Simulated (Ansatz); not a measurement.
An Ansatz (a program for electronic structure) run: BeO with a change (pressure 7.5 GPa); plane-wave PAW DFT at the r2SCAN level (Ansatz, 500 eV), spin-orbit coupling left out.

Input:

Ansatz 0.2 input:
```yaml
crystal:
  lattice:
    - [2.6713532194, 0, 0]
    - [-1.3356766097, 2.3134597505, 0]
    - [0, 0, 4.3389296812]
  atoms:
    - { symbol: Be, position: [0.6666666667, 0.3333333333, 0.0014259466] }
    - { symbol: Be, position: [0.3333333333, 0.6666666667, 0.5014259466] }
    - { symbol: O, position: [0.6666666667, 0.3333333333, 0.6237740534] }
    - { symbol: O, position: [0.3333333333, 0.6666666667, 0.1237740534] }
basis: { ecutwfc: 500, ecutrho_ratio: 4, xc_grid: 4, fft_grid_basis: typed }
kpoints: { mp_grid: { grid: [14, 14, 8] } }
hamiltonian:
  xc: r2scan
  dispersion: none
  pseudopotentials: { kind: paw }
scf: { occupations: { method: fermi_dirac, width: 0.05 } }
relax: { f_tol: 0.01, max_steps: 60, cell: { stress_tol: 0.02, p_target: 7.5 } }
output: { forces: true, stress: true }
checkpoint: { write: state.ck, write_every: 1000 }
```

Output (explanatory and most iteration lines left out):

```
Relaxation: its limit of steps is 60 (relax.max_steps)
Pseudopotential: Be, paw, valence charge 2
Pseudopotential: O, paw, valence charge 6
Crystal: 4 atoms, lattice volume = 26.815 Å³
Basis set: ecut = 500 eV, 687 PW (Γ), exchange–correlation on 80×80×128 points (64 copies of the dense FFT grid, shifted against one another)
Bands: 12, of which v1, the nominal top of the filled ones, is band 8 counted from 1 (7 counted from 0)
Symmetry: 12 space group operations
Space group: P63mc (ITA 186), of the structure as read, at distance tolerance 3.0e-5 Å
k-points: 120 of 1568 (time reversal used)
Functional: x = r2scan, c = r2scan; τ floored in thin density (d = 2e-4 eV/Å³)
SCF iter   1: F=—  HF=-1330.265300 eV  |F-HF|=—  |Δ(HF+E_count)|=         —  Δρ=8.87e-3  dr2=1.86e-2  dr2_τ=2.78e-1  ethr=1.77e-3  ⟨swp⟩=5.9  Hψ=9055  notcnv=0
SCF iter   2: F=—  HF=-1330.542097 eV  |F-HF|=—  |Δ(HF+E_count)|=   2.77e-1  Δρ=5.30e-3  dr2=3.08e-3  dr2_τ=5.29e-4  ethr=1.17e-4  ⟨swp⟩=3.0  Hψ=4177  notcnv=0
SCF 1 converged in 7 iterations: F = -1330.542670 eV  dr2 = 2.64e-9
relax step   1: F+E_penalty+E_count = -1330.54267024 eV  Δ(F+E_penalty+E_count) = +0.000e0 eV  max|allowed force component| = 7.305e-4 eV/Å  Δτ_max = 0.0000 Å  P = +5.014 GPa  Ω = 26.815 Å³  (7 SCF iters, dr2 threshold 1.00e-7 eV, accepted)
[... steps on the carried basis left out ...]
relax step   6: F+E_penalty+E_count = -1330.53225515 eV  Δ(F+E_penalty+E_count) = -1.064e-6 eV  max|allowed force component| = 5.357e-4 eV/Å  Δτ_max = 0.0000 Å  P = +7.500 GPa  Ω = 26.548 Å³  stress off target by 2.74e-3 GPa  SCF on the basis re-selected at this cell (its energy is not comparable with the rows above)  (4 SCF iters)
SCF converged after 4 iterations
Free energy (F): -1330.532255 eV
Internal energy: -1330.532255 eV  (E = F + TS)
E sigma→0 (E₀):  -1330.532255 eV
Fermi energy:    10.480237 eV
--- Forces (eV/Å), atoms counted from 1 ---
  atom   1  Be     0.00000000     0.00000000    -0.00049630
  atom   2  Be    -0.00000000    -0.00000000    -0.00049630
  atom   3  O     -0.00000000    -0.00000000     0.00057509
  atom   4  O      0.00000000     0.00000000     0.00057509
--- Stress (GPa, compression-positive) ---
        7.501186       0.000000      -0.000000
        0.000000       7.501186      -0.000000
       -0.000000      -0.000000       7.497259
  P = ⅓ Tr σ = 7.4999 GPa (74.999 kbar)
--- Relaxed structure (4 steps of the walk, 4 accepted, 2 SCFs on fresh bases) ---
  cell:  # Å, volume = 26.5477 Å³
    - [2.6624365738891687, 9.16738008563451e-34, -7.162015691901961e-36]
    - [-1.3312182869445843, 2.3057377089528246, 3.5810078459509806e-36]
    - [-1.163286166614488e-35, 0.0, 4.324525871956114]
  atoms:
    - { symbol: Be, position: [0.6666666666666666, 0.3333333333333333, 0.001409891478606356] }
    - { symbol: Be, position: [0.3333333333333333, 0.6666666666666666, 0.5014098914786064] }
    - { symbol: O, position: [0.6666666666666666, 0.3333333333333333, 0.6237901085213937] }
    - { symbol: O, position: [0.3333333333333333, 0.6666666666666666, 0.12379010852139365] }
```

Load acts through the strain it causes; cell and atoms are relaxed under it. Stability against distortions was not tested. No other phases were tried under pressure. The cell was made from BeO in the wurtzite structure (space group P6_3mc, No. 186) by this change: pressure 7.5 GPa.
